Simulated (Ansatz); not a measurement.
TiAl3:

```
Ti Al
1.0
    -1.91111    1.91111    4.28067
     1.91111   -1.91111    4.28067
     1.91111    1.91111   -4.28067
Ti Al
1 3
Direct
  0.00000 0.00000 0.00000
  0.25000 0.75000 0.50000
  0.75000 0.25000 0.50000
  0.50000 0.50000 0.00000
```

The cell comes from a database or a generator and needn't be the stable form of this composition.

```yaml
Program: Ansatz 0.2.0
Task: relaxation of cell and atoms
Functional: RPBE
Dispersion: D3(BJ)
Potentials_or_basis: Ansatz PAW
Cutoff: "420 eV (not typed: the program's choice for these potentials)"
k_mesh: 10 × 10 × 10
Occupations: fermi-dirac, width 0.05 eV
Spin: no spin polarisation
```

At the start: volume 15.63 Å³/atom.

Q: Where does the relaxation end?

A: It ends after 8 steps and the volume is 13.04 Å³/atom (-16.6 %); space group I4/mmm (No. 139, to 0.05 Å).

The path:
```
step  energy change (eV)  largest force (eV/Å)  volume (Å³)
   1              0.0000                0.0000        62.54
   2             -0.7635                0.0000        54.88
   3             -0.8296                0.0000        51.40
   4             -0.8354                0.0000        52.21
   5             -0.8354                0.0000        52.16
   6             -0.8328                0.0000        52.16
   7             -0.8329                0.0000        52.15
   8             -0.8329                0.0000        52.15
```

Final structure:
```xyz
4
Lattice="-1.8019 1.8019 4.0151 1.8019 -1.8019 4.0151 1.8019 1.8019 -4.0151" Properties=species:S:1:pos:R:3 pbc="T T T"
Ti    0.0000    0.0000    0.0000
Al    1.8019    0.0000    2.0076
Al    0.0000    1.8019    2.0076
Al    0.0000    0.0000    4.0151
```

Caveat: the volume moved by over 15 % at a fixed basis, so the end points are rough; the plane-wave basis is chosen anew once the cell has moved, so the energies of steps on either side of that aren't comparable; pairwise dispersion overbinds metals, which lowers pressure and volume; the PAW data sets come from PBE, with cores solved anew for the run's functional, which leaves a small shift of forces and pressure.
